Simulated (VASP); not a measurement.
# MgO (Periclase) (Fm-3m) in VASP: notebook, part 2 of 2

VASP 6.6.1.

### 5 Relaxation of the atoms, PBE (a relaxed cell with its volume scaled by 0.98)

Contents of INCAR:

```
SYSTEM = MgO
  PREC = Accurate
  ENCUT = 600
  EDIFF = 1E-7
  ISMEAR = 0
  SIGMA = 0.03
  LREAL = .FALSE.
  LASPH = .TRUE.
  NELM = 80
  ALGO = Normal
  ISIF = 2
  LWAVE = .FALSE.
  LCHARG = .FALSE.
  GGA = PE
  IBRION = 2
  NSW = 40
  EDIFFG = -0.01
```

Contents of KPOINTS:

```
Automatic mesh
0
G
  12 12 12
  0 0 0
```

Contents of POSCAR:

```
MgO                                     
1.0
    0.0000000000      2.1082360577      2.1082360577
    2.1082360577      0.0000000000      2.1082360577
    2.1082360577      2.1082360577      0.0000000000
  Mg              O             
     1     1
Direct
     0.0000000000000000    0.0000000000000000    0.0000000000000000
     0.5000000000000000    0.5000000000000000    0.5000000000000000
```

The run is started by

```sh
> cat potpaw_PBE.64/Mg/POTCAR potpaw_PBE.64/O/POTCAR > POTCAR
> mpirun -np 1 vasp_std > vasp.out
```

Wall time 4.2 s (1 thread of Intel Xeon 6975P-C (Granite Rapids), shared host); peak memory 0.14 GiB.

It converged, with:

| Item | Value |
| --- | --- |
| Free energy | -11.9104 eV |
| Pressure after relaxing | 3.2 GPa |
| Band gap on the k mesh | 4.70 eV, direct |

Final structure:
```
Mg O
1.0
     0.00000    2.10824    2.10824
     2.10824    0.00000    2.10824
     2.10824    2.10824    0.00000
Mg O
1 1
Cartesian
  0.0000 0.0000 0.0000
  2.1082 2.1082 2.1082
```

Levels at points of the mesh, in eV from the valence-band top:
```csv
k point,band 2,band 3,band 4,band 5,band 6,band 7
"(0.00, 0.00, 0.00)",0.00,0.00,0.00,4.70,15.78,15.78
"(0.50, 0.00, 0.00)",-4.60,-0.65,-0.65,7.88,12.57,16.28
"(0.50, 0.50, 0.00)",-4.07,-1.34,-1.34,9.12,9.94,13.07
```

Caveat: the relaxation stopped at its first step, so nothing moved. A k mesh can miss the band edges.

### 6 Relaxation of the atoms, PBE

INCAR is that of step 5.

KPOINTS is that of step 5.

Contents of POSCAR:

```
MgO                                     
1.0
    0.0000000000      2.1224813280      2.1224813280
    2.1224813280      0.0000000000      2.1224813280
    2.1224813280      2.1224813280      0.0000000000
  Mg              O             
     1     1
Direct
     0.0000000000000000    0.0000000000000000    0.0000000000000000
     0.5000000000000000    0.5000000000000000    0.5000000000000000
```

Potentials or basis: VASP PAW PBE potentials, release 64 (Mg, O).

The run is started by

```sh
> cat potpaw_PBE.64/Mg/POTCAR potpaw_PBE.64/O/POTCAR > POTCAR
> mpirun -np 1 vasp_std > vasp.out
```

OUTCAR:

```text
SYSTEM = MgO
   PREC = Accurate
   ENCUT = 600
   EDIFF = 1E-7
   ISMEAR = 0
   LREAL = .FALSE.
   LASPH = .TRUE.
   NELM = 80
   ISIF = 2
   GGA = PE
   IBRION = 2
   NSW = 40
   EDIFFG = -0.01

 ion  position               nearest neighbor table
   1  0.000  0.000  0.000-   2 2.12   2 2.12   2 2.12   2 2.12   2 2.12   2 2.12
   2  0.500  0.500  0.500-   1 2.12   1 2.12   1 2.12   1 2.12   1 2.12   1 2.12

  LATTYP: Found a face centered cubic cell.
 ALAT       =     4.2449626560

  Lattice vectors:

 A1 = (   0.0000000000,   2.1224813280,   2.1224813280)
 A2 = (   2.1224813280,   0.0000000000,   2.1224813280)
 A3 = (   2.1224813280,   2.1224813280,   0.0000000000)

Analysis of symmetry for initial positions (statically):
=====================================================================
 Subroutine PRICEL returns:
 Original cell was already a primitive cell.

 Routine SETGRP: Setting up the symmetry group for a
 face centered cubic supercell.

 Subroutine GETGRP returns: Found 48 space group operations
 (whereof 48 operations were pure point group operations)
 out of a pool of 48 trial point group operations.

The static configuration has the point symmetry O_h .

Analysis of symmetry for dynamics (positions and initial velocities):
=====================================================================
 Subroutine PRICEL returns:
 Original cell was already a primitive cell.

 Routine SETGRP: Setting up the symmetry group for a
 face centered cubic supercell.

 Subroutine GETGRP returns: Found 48 space group operations
 (whereof 48 operations were pure point group operations)
[... 120 lines left out ...]
   IMIX   =      4    mixing-type and parameters
     AMIX     =   0.40;   BMIX     =  1.00
     AMIX_MAG =   1.60;   BMIX_MAG =  1.00
  volume/ion in A,a.u.               =       9.56        64.53
  Fermi-wavevector in a.u.,A,eV,Ry     =   1.224384  2.313750 20.396711  1.499116
  Thomas-Fermi vector in A             =   2.359460
   LORBIT       =      0    0 simple, 1 ext, 2 COOP (PROOUT), +10 PAW based schemes
   GGA     = PE    functional components
   LHFCALC =     F    Hartree Fock is set to
   AEXX    =    0.0000 exact exchange contribution
   IVDW    =     0    specifies the selected vdW correction
   LEPSILON=     F    determine dielectric tensor
   LRPA    =     F    only Hartree local field effects (RPA)
 conjugate gradient relaxation of ions
 non-spin polarized calculation
 Gauss-broadening in eV      SIGMA  =   0.03
  energy-cutoff  :      600.00
  volume of cell :       19.12
 maximum number of plane-waves:       650
   NGX = 11   NGY = 11   NGZ = 11

 number of electron       8.0000004 magnetization

 Free energy of the ion-electron system (eV)
  ---------------------------------------------------
  ext. energy  EPLUGINS =         0.00000000
  ---------------------------------------------------
  free energy    TOTEN  =       -11.91497865 eV

  energy without entropy =      -11.91497865  energy(sigma->0) =      -11.91497865

 E-fermi :   3.2409     XC(G=0): -10.9682

 val. band max:        3.0120201121   @ k =   0.0000   0.0000   0.0000
 cond. band min:       7.5157886826   @ k =   0.0000   0.0000   0.0000
 fundamental gap:      4.5037685705
 Fermi energy:         3.2408554497

 k-point     1 :       0.0000    0.0000    0.0000
  band No.  band energies     occupation
      1     -14.1326      2.00000
      2       3.0120      2.00000
      3       3.0120      2.00000
      4       3.0120      2.00000
      5       7.5158      0.00000
      6      18.6817      0.00000
      7      18.6817      0.00000
      8      18.6817      0.00000
[... 243 lines left out ...]
 k-point    24 :      -0.4167    0.1667    0.0000
  band No.  band energies     occupation
      1     -12.8243      2.00000
      2      -1.1074      2.00000
      3       1.4782      2.00000
      4       2.2579      2.00000
      5      11.9025      0.00000
      6      15.1288      0.00000
      7      16.9606      0.00000
      8      19.6909      0.00000

 [... further k-points ...]

------------------------ aborting loop because EDIFF is reached ----------------------------------------

  FORCE on cell =-STRESS in cart. coord.  units (eV):
  Direction    XX          YY          ZZ          XY          YZ          ZX
  --------------------------------------------------------------------------------------
  -------------------------------------------------------------------------------------
  Total       -0.0039471     -0.0039471     -0.0039471      0.0000000      0.0000000      0.0000000
  in kB       -0.3306921     -0.3306921     -0.3306921      0.0000000      0.0000000      0.0000000
  external PRESSURE =      -0.3306921 kB  Pullay stress =       0.0000000 kB

 VOLUME and BASIS-vectors are now :
 -----------------------------------------------------------------------------
  energy-cutoff  :      600.00
  volume of cell :       19.12
      direct lattice vectors                 reciprocal lattice vectors
     0.000000000  2.122481328  2.122481328    -0.235573333  0.235573333  0.235573333
     2.122481328  0.000000000  2.122481328     0.235573333 -0.235573333  0.235573333
     2.122481328  2.122481328  0.000000000     0.235573333  0.235573333 -0.235573333

 POSITION                                       TOTAL-FORCE (eV/Angst)
 -----------------------------------------------------------------------------------
      0.00000      0.00000      0.00000         0.000000      0.000000      0.000000
      2.12248      2.12248      2.12248        -0.000000     -0.000000     -0.000000
 -----------------------------------------------------------------------------------
    total drift:                               -0.000000     -0.000000      0.000000

  FREE ENERGIE OF THE ION-ELECTRON SYSTEM (eV)
  ---------------------------------------------------
  free  energy   TOTEN  =       -11.9149786477 eV

  energy  without entropy=      -11.9149786477  energy(sigma->0) =      -11.91497865

 reached required accuracy - stopping structural energy minimisation
```

OSZICAR:

```text
N       E                     dE             d eps       ncg     rms          rms(c)
DAV:   1     0.187066335651E+02    0.18707E+02   -0.52000E+03  1312   0.100E+03
DAV:   2    -0.129457061278E+02   -0.31652E+02   -0.28779E+02  1408   0.150E+02
DAV:   3    -0.134692950990E+02   -0.52359E+00   -0.52359E+00  1456   0.226E+01
DAV:   4    -0.134702196966E+02   -0.92460E-03   -0.92460E-03  1608   0.896E-01
DAV:   5    -0.134702204490E+02   -0.75232E-06   -0.75232E-06  1488   0.175E-02    0.719E+00
DAV:   6    -0.119366656266E+02    0.15336E+01   -0.10243E+01  1152   0.225E+01    0.232E+00
DAV:   7    -0.119208209942E+02    0.15845E-01   -0.52522E-02  1232   0.276E+00    0.132E+00
DAV:   8    -0.119149876179E+02    0.58334E-02   -0.26277E-02  1152   0.247E+00    0.165E-01
DAV:   9    -0.119148693097E+02    0.11831E-03   -0.48480E-04  1696   0.200E-01    0.741E-02
DAV:  10    -0.119149785539E+02   -0.10924E-03   -0.13473E-04  1184   0.126E-01    0.551E-03
DAV:  11    -0.119149786970E+02   -0.14310E-06   -0.98810E-07  1752   0.930E-03    0.315E-03
DAV:  12    -0.119149786477E+02    0.49319E-07   -0.45808E-07  1208   0.626E-03
   1 F= -.11914979E+02 E0= -.11914979E+02  d E =-.119150E+02
```

Wall time 4.2 s (1 thread of Intel Xeon 6975P-C (Granite Rapids), shared host); peak memory 0.15 GiB.

Results:

```
Free energy             : -11.9150 eV
Pressure after relaxing : 0.0 GPa
Band gap on the k mesh  : 4.50 eV, direct
```

Final structure:
```
Mg O
1.0
     0.00000    2.12248    2.12248
     2.12248    0.00000    2.12248
     2.12248    2.12248    0.00000
Mg O
1 1
Direct
  0.00000 0.00000 0.00000
  0.50000 0.50000 0.50000
```

Caveat: the relaxation stopped at its first step, so nothing moved.

### 7 Summary

| task | cell | gap on the mesh (eV) | pressure (GPa) |
| --- | --- | --- | --- |
| relaxation of cell and atoms | relaxed | 4.50 | 0.0 |
| relaxation of the atoms | atoms relaxed from: a relaxed cell with its volume scaled by 0.94 | 5.11 | 10.7 |
| relaxation of the atoms | atoms relaxed from: a relaxed cell with its volume scaled by 0.96 | 4.90 | 6.8 |
| relaxation of the atoms | atoms relaxed from: a relaxed cell with its volume scaled by 0.98 | 4.70 | 3.2 |
| relaxation of the atoms | atoms relaxed | 4.50 | 0.0 |

Alike in all rows: level PBE; potentials or basis VASP PAW PBE potentials, release 64 (Mg, O); no spin polarisation; k mesh 12 × 12 × 12; cutoff (eV) 600; smearing gaussian 0.03 eV.

Caveats: the relaxation stopped at its first step, so nothing moved.

Total energies depend on the potentials used, so only differences within one code and one set of settings carry meaning.

### 8 How close it comes

Step 6. Measured gap of MgO: 7.83 eV (quoted in “Electronic structure of alkaline earth and post-transition metal oxides”, 2009, arxiv:0908.1581). This calculation gives 4.50 eV (-3.33 eV). The value is that of PBE on a finite k mesh, which can miss the band edges, without temperature or zero-point motion. Semilocal functionals fall short of measured gaps as a rule.
